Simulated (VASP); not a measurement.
A run of VASP 6.6.1 is set up as follows.

The input POSCAR:

```
BiTe
1.0
    0.0000000000      3.2350000000      3.2350000000
    3.2350000000      0.0000000000      3.2350000000
    3.2350000000      3.2350000000      0.0000000000
Bi Te
1 1
Direct
    0.0000000000      0.0000000000      0.0000000000
    0.5000000000      0.5000000000      0.5000000000
```

INCAR.step1

```
PREC     = Accurate       # precision mode
ENCUT    = 520            # plane-wave cutoff, eV
EDIFF    = 1E-5           # SCF threshold, eV
ISMEAR   = -1             # smearing method
SIGMA    = 0.05           # smearing width, eV
LREAL    = F              # projectors in reciprocal space
LASPH    = T              # aspherical terms in the spheres
NELM     = 80             # most SCF steps
ALGO     = Normal         # electronic algorithm
ISIF     = 2              # what is computed and relaxed
LWAVE    = T              # write WAVECAR
LCHARG   = F              # write CHGCAR
GGA      = PE             # functional
```

File INCAR.step2:

```
PREC     = Accurate       # precision mode
ENCUT    = 520            # plane-wave cutoff, eV
EDIFF    = 1E-7           # SCF threshold, eV
ISMEAR   = -1             # smearing method
SIGMA    = 0.05           # smearing width, eV
LREAL    = F              # projectors in reciprocal space
LASPH    = T              # aspherical terms in the spheres
NELM     = 80             # most SCF steps
ALGO     = Normal         # electronic algorithm
ISIF     = 2              # what is computed and relaxed
LWAVE    = F              # write WAVECAR
LCHARG   = F              # write CHGCAR
GGA      = PE             # functional
LHFCALC  = T              # exact exchange
HFSCREEN = 0.3            # screening, 1/A
AEXX     = 0.25           # exact-exchange fraction
PRECFOCK = Fast         
ISTART   = 1
```

Contents of KPOINTS:

```
Automatic mesh
0
Gamma
  4 4 4
```

Potentials or basis: VASP PAW PBE potentials, release 64 (Bi_d, Te).

Run with:

```bash
$ cat potpaw_PBE.64/Bi_d/POTCAR potpaw_PBE.64/Te/POTCAR > POTCAR
$ cp INCAR.step1 INCAR
$ mpirun -np 1 vasp_std > vasp.out
$ cp INCAR.step2 INCAR
$ mpirun -np 1 vasp_std > vasp.out
```

(1) What does it give for the band gap on the k mesh?

(2) What does it give for the pressure?

## Answers

(1) none (metal or under the smearing width).

(2) -1.1 GPa.

Caveat: the k mesh is coarse (spacing up to 0.42 Å⁻¹), so the values aren't converged, least of all with exact exchange; the PAW data sets were made with another functional, which shifts forces and pressure a little; spin-orbit coupling is left out, which moves the levels of the heavy elements.
